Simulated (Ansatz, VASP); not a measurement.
# CuO in VASP and in Ansatz

INCAR

```
PREC     = Accurate       # precision mode
ENCUT    = 520            # plane-wave cutoff, eV
EDIFF    = 1E-7           # SCF threshold, eV
ISMEAR   = -1             # smearing method
SIGMA    = 0.05           # smearing width, eV
LREAL    = F              # projectors in reciprocal space
LASPH    = T              # aspherical terms in the spheres
NELM     = 80             # most SCF steps
ALGO     = Normal         # electronic algorithm
ISIF     = 2              # what is computed and relaxed
LWAVE    = F              # write WAVECAR
LCHARG   = T              # write CHGCAR
GGA      = PE             # functional
LELF     = T              # ELF
LVHAR    = T            
NBANDS   = 16             # bands
```

The input KPOINTS:

```
Automatic mesh
0
Gamma
  10 10 10
```

The input POSCAR:

```
CuO
1.0
    2.5861406542      0.0000000000      0.0000000000
    0.0000000000      2.5861406542      0.0000000000
    0.0000000000      0.0000000000      2.5861406542
Cu O
1 1
Direct
    0.0000000000      0.0000000000      0.0000000000
    0.5000000000      0.5000000000      0.5000000000
```

input.yaml

```yaml
crystal:
  lattice:
    - [2.5861406542, 0.0, 0.0]
    - [0.0, 2.5861406542, 0.0]
    - [0.0, 0.0, 2.5861406542]
  atoms:
    - { symbol: Cu, position: [0.0, 0.0, 0.0] }
    - { symbol: O, position: [0.5, 0.5, 0.5] }
hamiltonian:
  xc: pbe
  pseudopotentials: { kind: paw }
kpoints:
  mp_grid: { grid: [10, 10, 10] }
scf:
  occupations: { method: fermi_dirac, width: 0.05 }
output:
  forces: true
  stress: true
  eigenvalues: true
  write_density: true
  write_potential: true
  elf: true
  volumetric_format: npy
```

Measurements of this composition are mostly on another form, of space group No. 15.

Alike in both runs: task single point; functional PBE; k mesh 10 × 10 × 10; occupations fermi-dirac, width 0.05 eV; no spin polarisation.

```csv
,VASP,Ansatz
version,VASP 6.6.1,Ansatz 0.2.0
potentials or method,"VASP PAW PBE potentials, release 64 (Cu, O)",Ansatz PAW
plane-wave cutoff (eV),520,420
valence electrons in the cell,17,25
```

|  | VASP | Ansatz | Ansatz less VASP |
| --- | --- | --- | --- |
| gap on the k mesh at the Fermi level (eV) | none | none | - |
| pressure (GPa) | 11.4 | 11.2 | -0.20 |

A gap of «none» marks a metal or a gap that the smearing closes. The two sets of potentials don't hold the same shells in valence.

Caveats: an odd number of electrons without spin polarisation forces a metal; a magnetic or distorted state may lie lower; the run has no spin polarisation, though such a crystal can be magnetic; semilocal functionals often make such compounds metallic where correlation or magnetic order opens a gap, which also shifts bond lengths; the pressure holds a Pulay correction of +0.8 GPa for the finite cutoff (Ansatz).
